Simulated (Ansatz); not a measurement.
# MoS2: the cost of one run

All numbers are computed with Ansatz 0.2.0 through its Python package. The levels of theory stand in the script.

## 1. Starting point

It takes space group R3m (No. 160, trigonal). Conventional cell: a = 3.160 Å, b = 3.160 Å, c = 18.450 Å, α = 90.00°, β = 90.00°, γ = 120.00°. Mo (site symmetry 3m) is surrounded by 6 S at 2.39 Å. S (site symmetry 3m) is surrounded by 3 Mo at 2.39 Å.

No structure file is read: the coordinates are typed or built in the script.

## 2. Script

Contents of run_xc.py:

```python
"""Functional comparison for MoS2 (totals differ with the potentials too)."""

import warnings

import ansatz as az
from ase import Atoms

KMESH = (12, 12, 12)
SIGMA = 0.15


def main() -> None:
    warnings.simplefilter("ignore", az.DeckWarning)

    atoms = Atoms(
        ["Mo", "S", "S"],
        scaled_positions=[
            (0.0, 0.0, 0.0),
            (0.25, 0.25, 0.25),
            (0.417, 0.417, 0.417),
        ],
        cell=[
            (1.58, 0.91221, 6.15),
            (-1.58, 0.91221, 6.15),
            (0.0, -1.82443, 6.15),
        ],
        pbc=True,
    )
    system = az.Crystal.from_ase(atoms)

    model = (
        system.calculation()
        .kpoints(*KMESH)
        .occupations(az.OccupationsMethod.COLD, width=SIGMA)
        .stress()
    )

    rows = []
    for value in ["revpbe", "blyp", "rpbe", "pbesol"]:
        report = model.functional(value).run(threads=1).report
        rows.append((value, report["free_energy_ev"] / len(report["lattice"]["sites"]), report["n_iterations"], sum(report["stress_gpa"][i][i] for i in range(3)) / 3, report["n_kpoints"]))

    print("  functional   F/atom (eV)    iterations       P (GPa)      k-points")
    for row in rows:
        print(f"{str(row[0]):>12s}  {row[1]:12.5f}  {row[2]:12d}  {row[3]:12.3f}  {row[4]:12d}")


if __name__ == "__main__":
    main()
```

## 3. What the engine is handed

The engine receives this input (first run):

```yaml
crystal:
  lattice:
    - [1.58, 0.91221, 6.15]
    - [-1.58, 0.91221, 6.15]
    - [0.0, -1.82443, 6.15]
  atoms:
    - { symbol: Mo, position: [0.0, 0.0, 0.0] }
    - { symbol: S, position: [0.25, 0.25, 0.25] }
    - { symbol: S, position: [0.417, 0.417, 0.417] }
kpoints:
  mp_grid:
    grid: [12, 12, 12]
hamiltonian:
  xc: revpbe
scf:
  occupations:
    method: cold
    width: 0.15
output:
  stress: true
```

## 4. Running it

The run is started by

```console
$ python run_xc.py
```

What time and memory should one allow on 1 thread of Arm Neoverse N1, shared host?

About 1.8 min, with a peak of 0.53 GiB.
